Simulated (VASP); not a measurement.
CaO (Lime), 2 atoms in the cell. It takes space group Fm-3m (No. 225, cubic). The conventional cell has a = 4.806 Å, b = 4.806 Å, c = 4.806 Å, α = 90.00°, β = 90.00°, γ = 90.00°. Ca (site symmetry m-3m) is surrounded by 6 O at 2.40 Å. Around O (site symmetry m-3m) lie 6 Ca at 2.40 Å.  The cell isn't the ideal one: a relaxed cell with its volume scaled by 1.02.

* Program: VASP 6.6.1
* Task: relaxation of the atoms
* Functional: PBEsol
* Potentials or basis: VASP PAW PBE potentials, release 64 (Ca_sv, O)
* Cutoff: 600 eV
* k mesh: 10 × 10 × 10
* Occupations: gaussian, width 0.03 eV
* Spin: no spin polarisation
* Further INCAR settings: ALGO = Fast; EDIFF = 1e-07; IBRION = 2; EDIFFG = -0.01; NSW = 40

Potentials or basis: VASP PAW PBE potentials, release 64 (Ca_sv, O).

The run is started by

```console
$ cat potpaw_PBE.64/Ca_sv/POTCAR potpaw_PBE.64/O/POTCAR > POTCAR
$ mpirun -np 1 vasp_std > vasp.out
```

Hardware: 1 thread of Intel(R) Xeon(R) 6975P-C (Granite Rapids) (shared host).

Problem. Estimate the wall time of this run.

Solution. Run time: 16 s on 1 thread of Intel(R) Xeon(R) 6975P-C (Granite Rapids), with other jobs on the host, peak memory 0.16 GiB. Counts: scf iterations 21, k points 47, ion steps 1.
